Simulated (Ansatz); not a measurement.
# TiO: further runs on the relaxed cell

One table from this session's results is given with a row withheld; the runs are named, their logs left out.

Computed with Ansatz 0.2.0 (DFT r2SCAN, scalar-relativistic, plane waves, PAW, unless a step's input says otherwise).

1 further run of the same task is left out (set aside as unsound or not needed).

### The starting structure

It takes space group P-62m (No. 189, hexagonal). The conventional cell has a = 4.980 Å, b = 4.980 Å, c = 2.865 Å, α = 90.00°, β = 90.00°, γ = 120.00°. Ti (site symmetry -6) is surrounded by 6 O at 2.10 Å. Ti (site symmetry -62m) is surrounded by 3 O at 1.96 Å. O (site symmetry m2m) is surrounded by 5 Ti at 1.96 to 2.10 Å.

Structure file:

```xyz
6
Lattice="4.9801 0.0000 0.0000 -2.4901 4.3129 0.0000 0.0000 0.0000 2.8654" Properties=species:S:1:pos:R:3 pbc="T T T"
Ti    2.4901    1.4376    1.4327
Ti    0.0000    2.8753    1.4327
Ti    0.0000    0.0000    0.0000
O     1.5084    2.6126    0.0000
O     1.9633    0.0000    0.0000
O    -0.9817    1.7003    0.0000
```

It goes back to an entry of the Materials Project, which need not be the stable form.

This cell was relaxed beforehand with the same method: volume 10.26 Å³/atom, gap on the mesh none (metal).

The first run:

File input.yaml:

```yaml
crystal:
  lattice:
    - [4.9801152658, 0.0, 0.0]
    - [-2.4900576329, 4.312906334, 0.0]
    - [0.0, 0.0, 2.8654226597]
  atoms:
    - { symbol: Ti, position: [0.6666666667, 0.3333333333, 0.5] }
    - { symbol: Ti, position: [0.3333333333, 0.6666666667, 0.5] }
    - { symbol: Ti, position: [0.0, 0.0, 0.0] }
    - { symbol: O, position: [0.6057670848, 0.6057670848, 0.0] }
    - { symbol: O, position: [0.3942329152, 0.0, 0.0] }
    - { symbol: O, position: [0.0, 0.3942329152, 0.0] }
basis:
  ecutwfc: 500
kpoints:
  mp_grid: { grid: [12, 12, 12] }
  band_path:
    path:
      - [[0.0, 0.0, 0.0], [0.5, 0.0, 0.0], [0.33333333, 0.33333333, 0.0], [0.0, 0.0, 0.0], [0.0, 0.0, 0.5], [0.5, 0.0, 0.5], [0.33333333, 0.33333333, 0.5], [0.0, 0.0, 0.5]]
      - [[0.5, 0.0, 0.5], [0.5, 0.0, 0.0]]
      - [[0.33333333, 0.33333333, 0.5], [0.33333333, 0.33333333, 0.0]]
    npoints: 14
hamiltonian:
  xc: r2scan
scf:
  occupations: { method: gaussian, width: 0.1 }
  n_extra_bands: 15
output:
  forces: true
  stress: true
  eigenvalues: true
  populations: true
  dos: { projected: true, de: 0.02, nscf_kmesh: { grid: [18, 18, 18] } }
  bader: true
  write_density: true
  write_potential: true
  elf: true
  volumetric_format: npy
```

The run is started by

```sh
$ ansatz run input.yaml --threads 1 --pin off --max-ram 2560MiB --backend cpu --events-out ev --progress --plain --runs-dir out
```

Among the steps run: Bands, states and charges; The cell as listed, for comparison; Atoms relaxed in the listed cell; The cell scaled to 0.97 of its volume; Point at V/V0 = 1.03; The cell scaled to 0.94 of its volume; The cell scaled to 1.06 of its volume.

One table of the session follows, with a row left open; its other results are not shown here.

| volume (Å³/atom) | energy above the lowest point (meV/atom) | pressure (GPa) |
| --- | --- | --- |
| 9.642 | 30.0 | 16.52 |
| 9.950 | 7.1 | 7.60 |
| 10.258 | 0.0 | 0.01 |
| 10.565 | ? | ? |
| 10.873 | 24.2 | -11.95 |

Q: Estimate the row for volume (Å³/atom) = 10.565 from the others.

Worked estimate for «energy above the lowest point (meV/atom)». A straight line through the neighbours (10.258, 0.0) and (10.873, 24.2) gives 0.0 + (24.2 − 0.0) × (10.565 − 10.258) / (10.873 − 10.258) = 12.1; a parabola fitted to 3 rows on both sides gives 5.7.

The run gave: energy above the lowest point (meV/atom): 6.4; pressure (GPa): -6.45. In «energy above the lowest point (meV/atom)» the line misses by +5.7 and the parabola by -0.7.

Caveats from the session: Spin polarisation is off in the runs that give these values; a magnetic solution could lie lower. Warnings in the runs' records: stress scf threshold loose.
